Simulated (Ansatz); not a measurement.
**Molecular dynamics of Be**

input.yaml

```yaml
crystal:
  lattice:
    - [6.982643, 0.0, 0.0]
    - [-3.491321, 6.047146, 0.0]
    - [0.0, 0.0, 7.294534]
  atoms:
    - { symbol: Be, position: [0.05515223, 0.02415771, 0.04346445] }
    - { symbol: Be, position: [0.13602173, 0.31232349, 0.23923458] }
    - { symbol: Be, position: [0.01029166, 0.07413323, 0.50670746] }
    - { symbol: Be, position: [0.13634755, 0.16696564, 0.72644322] }
    - { symbol: Be, position: [0.00451022, 0.34132716, -0.02236978] }
    - { symbol: Be, position: [0.03614476, 0.57275118, 0.24280396] }
    - { symbol: Be, position: [-0.0406342, 0.37249388, 0.49035712] }
    - { symbol: Be, position: [0.07777235, 0.53524776, 0.72969326] }
    - { symbol: Be, position: [0.01390452, 0.6623226, -0.00920269] }
    - { symbol: Be, position: [0.08220121, 0.87613102, 0.26761695] }
    - { symbol: Be, position: [0.00849551, 0.6927189, 0.51304835] }
    - { symbol: Be, position: [0.10372825, 0.85582955, 0.79998478] }
    - { symbol: Be, position: [0.35640542, -0.0274229, -0.01281055] }
    - { symbol: Be, position: [0.35938109, 0.15382767, 0.24824971] }
    - { symbol: Be, position: [0.26521104, -0.01815421, 0.50599186] }
    - { symbol: Be, position: [0.4626776, 0.24457141, 0.75911118] }
    - { symbol: Be, position: [0.32298229, 0.2867308, -0.01054775] }
    - { symbol: Be, position: [0.49974296, 0.54134675, 0.27106999] }
    - { symbol: Be, position: [0.32668357, 0.37392728, 0.4812784] }
    - { symbol: Be, position: [0.40106362, 0.48513864, 0.75984136] }
    - { symbol: Be, position: [0.3942388, 0.65292903, 0.01038782] }
    - { symbol: Be, position: [0.43137444, 0.86523277, 0.21482608] }
    - { symbol: Be, position: [0.31423365, 0.66262735, 0.47752398] }
    - { symbol: Be, position: [0.44990793, 0.83048156, 0.74477151] }
    - { symbol: Be, position: [0.67698204, 0.04176223, 0.00919363] }
    - { symbol: Be, position: [0.78383623, 0.24490795, 0.2205359] }
    - { symbol: Be, position: [0.62382693, -0.02583191, 0.47561918] }
    - { symbol: Be, position: [0.70184801, 0.1440267, 0.70590301] }
    - { symbol: Be, position: [0.63161076, 0.36427063, 0.02886411] }
    - { symbol: Be, position: [0.74987363, 0.52638848, 0.25415377] }
    - { symbol: Be, position: [0.64344199, 0.3437373, 0.46986107] }
    - { symbol: Be, position: [0.77685754, 0.58034823, 0.75262075] }
    - { symbol: Be, position: [0.72565285, 0.74511117, -0.03087795] }
    - { symbol: Be, position: [0.77810183, 0.88662559, 0.24875976] }
    - { symbol: Be, position: [0.64825726, 0.692447, 0.49705332] }
    - { symbol: Be, position: [0.80593683, 0.92782579, 0.7374897] }
basis:
  ecutwfc: 420.0
kpoints:
  mp_grid: { grid: [2, 2, 2] }
hamiltonian:
  xc: pbe
  dispersion: d3bj
scf:
  occupations: { method: fermi_dirac, width: 0.24 }
  lower_state_search: "off"
md:
  timestep: 4.5
  n_steps: 70
  ensemble: npt_langevin
  temperature: 1960.0
  initial_velocities: maxwell_boltzmann
  seed: 825760
  friction: 0.005
  pressure: 20.0
  fix_cell: [shape]
```

Command:

```bash
$ ansatz run input.yaml --threads 1 --pin off --max-ram 3072MiB --backend cpu --events-out ev --progress --plain --runs-dir out
```

It goes on from the last frame of an earlier run, with new velocities.

Output, in part (step lines):

```
md step     0: t =     0.00 fs  T =  1905.6 K  F+E_penalty+E_count = -3338.90580948 eV  E_kin = 8.867236 eV  conserved = -3292.55718018 eV  P_inst = -1.1589 GPa  V = 308.0121 Å³  selection 1  (6 SCF iters)
[... lines left out ...]
```

The steps, from the saved trajectory:

```json
{"time (fs)": "0.0", "T (K)": "1906", "potential energy less start (eV)": "0.000", "conserved less start (meV/atom)": "0.00", "P (GPa)": "-1.2", "volume (Å³)": "308.0"}
{"time (fs)": "9.0", "T (K)": "1819", "potential energy less start (eV)": "1.002", "conserved less start (meV/atom)": "-0.42", "P (GPa)": "0.6", "volume (Å³)": "307.8"}
{"time (fs)": "18.0", "T (K)": "1609", "potential energy less start (eV)": "1.292", "conserved less start (meV/atom)": "1.43", "P (GPa)": "1.6", "volume (Å³)": "307.2"}
{"time (fs)": "27.0", "T (K)": "1946", "potential energy less start (eV)": "-0.626", "conserved less start (meV/atom)": "0.94", "P (GPa)": "0.8", "volume (Å³)": "306.2"}
{"time (fs)": "36.0", "T (K)": "2237", "potential energy less start (eV)": "-2.114", "conserved less start (meV/atom)": "-0.02", "P (GPa)": "-0.5", "volume (Å³)": "305.1"}
{"time (fs)": "45.0", "T (K)": "2186", "potential energy less start (eV)": "-1.968", "conserved less start (meV/atom)": "0.79", "P (GPa)": "0.0", "volume (Å³)": "303.9"}
{"time (fs)": "54.0", "T (K)": "2026", "potential energy less start (eV)": "-1.655", "conserved less start (meV/atom)": "0.67", "P (GPa)": "0.5", "volume (Å³)": "302.5"}
{"time (fs)": "63.0", "T (K)": "1957", "potential energy less start (eV)": "-1.177", "conserved less start (meV/atom)": "3.03", "P (GPa)": "1.3", "volume (Å³)": "301.0"}
{"time (fs)": "72.0", "T (K)": "2237", "potential energy less start (eV)": "-2.495", "conserved less start (meV/atom)": "-1.80", "P (GPa)": "1.0", "volume (Å³)": "299.3"}
{"time (fs)": "81.0", "T (K)": "1831", "potential energy less start (eV)": "-0.251", "conserved less start (meV/atom)": "2.37", "P (GPa)": "3.1", "volume (Å³)": "297.5"}
{"time (fs)": "90.0", "T (K)": "1797", "potential energy less start (eV)": "-0.533", "conserved less start (meV/atom)": "2.56", "P (GPa)": "3.6", "volume (Å³)": "295.6"}
{"time (fs)": "99.0", "T (K)": "2084", "potential energy less start (eV)": "-2.880", "conserved less start (meV/atom)": "0.37", "P (GPa)": "2.2", "volume (Å³)": "293.6"}
{"time (fs)": "108.0", "T (K)": "1862", "potential energy less start (eV)": "-0.803", "conserved less start (meV/atom)": "3.64", "P (GPa)": "4.6", "volume (Å³)": "291.1"}
{"time (fs)": "117.0", "T (K)": "2023", "potential energy less start (eV)": "-1.659", "conserved less start (meV/atom)": "1.10", "P (GPa)": "5.6", "volume (Å³)": "288.5"}
{"time (fs)": "126.0", "T (K)": "2342", "potential energy less start (eV)": "-3.604", "conserved less start (meV/atom)": "-0.29", "P (GPa)": "5.4", "volume (Å³)": "286.1"}
{"time (fs)": "135.0", "T (K)": "1823", "potential energy less start (eV)": "-1.588", "conserved less start (meV/atom)": "2.95", "P (GPa)": "7.5", "volume (Å³)": "283.6"}
{"time (fs)": "144.0", "T (K)": "1868", "potential energy less start (eV)": "-2.380", "conserved less start (meV/atom)": "4.15", "P (GPa)": "7.9", "volume (Å³)": "281.0"}
{"time (fs)": "153.0", "T (K)": "2434", "potential energy less start (eV)": "-4.624", "conserved less start (meV/atom)": "-3.45", "P (GPa)": "8.2", "volume (Å³)": "278.4"}
{"time (fs)": "162.0", "T (K)": "1783", "potential energy less start (eV)": "-1.471", "conserved less start (meV/atom)": "4.74", "P (GPa)": "11.0", "volume (Å³)": "275.8"}
{"time (fs)": "171.0", "T (K)": "1911", "potential energy less start (eV)": "-1.922", "conserved less start (meV/atom)": "0.32", "P (GPa)": "12.6", "volume (Å³)": "273.3"}
{"time (fs)": "180.0", "T (K)": "1970", "potential energy less start (eV)": "-2.239", "conserved less start (meV/atom)": "-2.05", "P (GPa)": "13.7", "volume (Å³)": "270.9"}
{"time (fs)": "189.0", "T (K)": "1931", "potential energy less start (eV)": "-0.998", "conserved less start (meV/atom)": "6.59", "P (GPa)": "15.4", "volume (Å³)": "268.5"}
{"time (fs)": "198.0", "T (K)": "2704", "potential energy less start (eV)": "-4.500", "conserved less start (meV/atom)": "-4.03", "P (GPa)": "14.8", "volume (Å³)": "266.2"}
{"time (fs)": "207.0", "T (K)": "2171", "potential energy less start (eV)": "-1.214", "conserved less start (meV/atom)": "-0.06", "P (GPa)": "18.1", "volume (Å³)": "264.0"}
{"time (fs)": "216.0", "T (K)": "2214", "potential energy less start (eV)": "-1.187", "conserved less start (meV/atom)": "-1.18", "P (GPa)": "19.2", "volume (Å³)": "262.0"}
{"time (fs)": "225.0", "T (K)": "2105", "potential energy less start (eV)": "-0.754", "conserved less start (meV/atom)": "3.34", "P (GPa)": "20.7", "volume (Å³)": "259.9"}
{"time (fs)": "234.0", "T (K)": "2709", "potential energy less start (eV)": "-3.730", "conserved less start (meV/atom)": "-1.45", "P (GPa)": "20.2", "volume (Å³)": "257.8"}
{"time (fs)": "243.0", "T (K)": "2318", "potential energy less start (eV)": "-2.258", "conserved less start (meV/atom)": "2.95", "P (GPa)": "22.0", "volume (Å³)": "255.6"}
{"time (fs)": "252.0", "T (K)": "2001", "potential energy less start (eV)": "-0.146", "conserved less start (meV/atom)": "-1.39", "P (GPa)": "24.6", "volume (Å³)": "253.4"}
{"time (fs)": "261.0", "T (K)": "2283", "potential energy less start (eV)": "-2.473", "conserved less start (meV/atom)": "-1.78", "P (GPa)": "24.2", "volume (Å³)": "251.2"}
{"time (fs)": "270.0", "T (K)": "1971", "potential energy less start (eV)": "-0.726", "conserved less start (meV/atom)": "7.30", "P (GPa)": "26.6", "volume (Å³)": "249.2"}
{"time (fs)": "279.0", "T (K)": "2156", "potential energy less start (eV)": "-1.552", "conserved less start (meV/atom)": "3.18", "P (GPa)": "28.1", "volume (Å³)": "247.3"}
{"time (fs)": "288.0", "T (K)": "2179", "potential energy less start (eV)": "-1.955", "conserved less start (meV/atom)": "4.98", "P (GPa)": "28.5", "volume (Å³)": "245.5"}
{"time (fs)": "297.0", "T (K)": "2254", "potential energy less start (eV)": "-1.597", "conserved less start (meV/atom)": "1.94", "P (GPa)": "29.7", "volume (Å³)": "243.7"}
{"time (fs)": "306.0", "T (K)": "1823", "potential energy less start (eV)": "0.510", "conserved less start (meV/atom)": "4.34", "P (GPa)": "31.2", "volume (Å³)": "242.2"}
{"time (fs)": "315.0", "T (K)": "2371", "potential energy less start (eV)": "-2.210", "conserved less start (meV/atom)": "2.59", "P (GPa)": "31.3", "volume (Å³)": "240.7"}
```

The run went to its last step. The conserved energy wandered by up to 7.3 meV per atom (net 2.6 meV per atom), which is poor conservation. A run of 0.32 ps of so small a system gives no equilibrium averages. Limits of this set-up: coarse k mesh. The cell's volume went from 308 to 241 Å³.

Mean squared displacements from the first frame to the last, about the centre of mass, the cell's change included: Be 0.21 Å².

Last frame:

```xyz
36
Lattice="6.4318 0.0000 0.0000 -3.2159 5.5701 0.0000 0.0000 0.0000 6.7191" Properties=species:S:1:pos:R:3
Be -0.164 0.451 0.691
Be -0.063 1.599 2.294
Be -0.238 0.166 3.915
Be -0.176 1.303 5.539
Be -1.289 2.218 0.548
Be -1.111 3.629 2.217
Be -1.158 2.215 3.767
Be -1.347 3.405 5.917
Be -2.336 4.176 0.816
Be -2.495 5.420 2.365
Be -2.465 3.998 3.877
Be -2.327 5.179 5.790
Be 2.090 0.251 0.453
Be 2.035 1.597 2.097
Be 1.899 -0.106 4.004
Be 2.449 1.475 5.422
Be 1.151 2.103 0.663
Be 0.908 3.610 2.429
Be 1.207 1.885 3.868
Be 1.009 3.412 5.692
Be -0.134 3.853 0.493
Be -0.163 5.246 2.387
Be -0.204 4.010 4.186
Be -0.120 5.335 5.844
Be 4.206 0.045 0.527
Be 4.170 1.338 2.144
Be 3.987 0.378 3.911
Be 4.280 1.505 5.550
Be 3.090 2.086 0.525
Be 3.187 3.243 2.316
Be 3.290 2.138 3.847
Be 3.037 3.419 5.678
Be 2.023 4.096 0.655
Be 1.873 5.429 2.153
Be 2.050 3.828 3.903
Be 2.236 5.049 5.694
```

Run time: 12 min on 1 thread of Arm Neoverse V1, with other jobs on the host, peak memory 0.66 GiB.
